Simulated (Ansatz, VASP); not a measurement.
Bi2Se3 (Paraguanajuatite): VASP beside Ansatz

The input INCAR:

```
PREC = Accurate
ENCUT = 520
EDIFF = 1E-6
ISMEAR = 0
SIGMA = 0.02
LREAL = F
LASPH = T
NELM = 100
ALGO = Fast
ISIF = 2
LWAVE = F
LCHARG = T
GGA = PE
LELF = T
LVHAR = T
NBANDS = 32
```

The input KPOINTS:

```
regular mesh
0
Gamma
  9 9 9
```

Contents of POSCAR:

```
Bi2Se3
1.0
    2.0952101477      1.2096701428     10.4336290300
   -2.0952101477      1.2096701428     10.4336290300
    0.0000000000     -2.4193402856     10.4336290300
Bi Se
2 3
Direct
    0.3956391885      0.3956391885      0.3956391885
    0.6043608115      0.6043608115      0.6043608115
    0.0000000000      0.0000000000      0.0000000000
    0.2211432112      0.2211432112      0.2211432112
    0.7788567888      0.7788567888      0.7788567888
```

Input for Ansatz:

```yaml
crystal:
  lattice:
    - [2.0952101477, 1.2096701428, 10.43362903]
    - [-2.0952101477, 1.2096701428, 10.43362903]
    - [0.0, -2.4193402856, 10.43362903]
  atoms:
    - { symbol: Bi, position: [0.3956391885, 0.3956391885, 0.3956391885] }
    - { symbol: Bi, position: [0.6043608115, 0.6043608115, 0.6043608115] }
    - { symbol: Se, position: [0.0, 0.0, 0.0] }
    - { symbol: Se, position: [0.2211432112, 0.2211432112, 0.2211432112] }
    - { symbol: Se, position: [0.7788567888, 0.7788567888, 0.7788567888] }
basis:
  ecutwfc: 420
kpoints:
  mp_grid: { grid: [9, 9, 9] }
hamiltonian:
  xc: pbe
scf:
  occupations: { method: gaussian, width: 0.02 }
  n_extra_bands: 20
output:
  forces: false
  stress: false
  eigenvalues: true
  optics: { e_range: [0, 14], sigma: 0.1, nscf_kmesh: { grid: [14, 14, 14] } }
checkpoint:
  read: start.run
  write: ck
  compress: false
  write_wavefunctions: false
  write_every: 100000
```

Alike in both runs: task single point; functional PBE; k mesh 9 × 9 × 9; occupations gaussian, width 0.02 eV; no spin polarisation.

```csv
,VASP,Ansatz
version,VASP 6.6.1,Ansatz 0.2.0
potentials or method,"VASP PAW PBE potentials, release 64 (Bi_d, Se)","scalar-relativistic, plane waves, PAW"
plane-wave cutoff (eV),520,420
valence electrons in the cell,48,78
```

|  | VASP | Ansatz | Ansatz less VASP |
| --- | --- | --- | --- |
| gap on the k mesh at the Fermi level (eV) | 0.70 | 0.70 | +0.002 |
| least direct gap on the mesh (eV) | 0.71 | 0.71 | 0.000 |

The functional is the same, so the differences come from potentials, cutoffs and numerics. The two sets of potentials don't hold the same shells in valence.

Caveats: spin-orbit coupling is left out, which as a rule narrows the gap of such compounds by several tenths of an eV; an odd mesh through Γ misses points on the zone boundary, where band edges often lie. A hybrid or GW would open this gap; PBE tends to underestimate it.
